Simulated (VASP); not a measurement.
The system is BeTe.

```
Be Te
1.0
     0.00000    2.81000    2.81000
     2.81000    0.00000    2.81000
     2.81000    2.81000    0.00000
Be Te
1 1
Direct
  0.00000 0.00000 0.00000
  0.25000 0.25000 0.25000
```

The cell was built by a generator and needn't be a form met in nature.

| Quantity | Value |
| --- | --- |
| Program | VASP 6.6.1 |
| Task | relaxation of cell and atoms |
| Functional | PBE |
| Potentials or basis | VASP PAW PBE potentials, release 64 (Be, Te) |
| Cutoff | 700 eV |
| k mesh | 10 × 10 × 10 |
| Occupations | gaussian, width 0.02 eV |
| Spin | no spin polarisation |

At the start: pressure 1.5 GPa; volume 22.19 Å³/atom.

Task: How do energy, volume and symmetry change on relaxing?

Result: Over 3 steps the energy falls by 2.7 meV/atom and the volume is 22.76 Å³/atom (+2.6 %); space group F-43m (No. 216, to 0.05 Å).

The path:
| step | energy change (eV) | largest force (eV/Å) | pressure (GPa) | volume (Å³) |
| --- | --- | --- | --- | --- |
| 1 | 0.0000 | 0.0000 | 1.53 | 44.38 |
| 2 | -0.0052 | 0.0000 | -0.27 | 45.75 |
| 3 | -0.0053 | 0.0000 | 0.00 | 45.53 |

Final structure:
```yaml
crystal:
  lattice:
    - [0.00000, 2.83405, 2.83405]
    - [2.83405, 0.00000, 2.83405]
    - [2.83405, 2.83405, 0.00000]
  atoms:
    - { symbol: Be, position: [0.00000, 0.00000, 0.00000] }
    - { symbol: Te, position: [0.25000, 0.25000, 0.25000] }
```
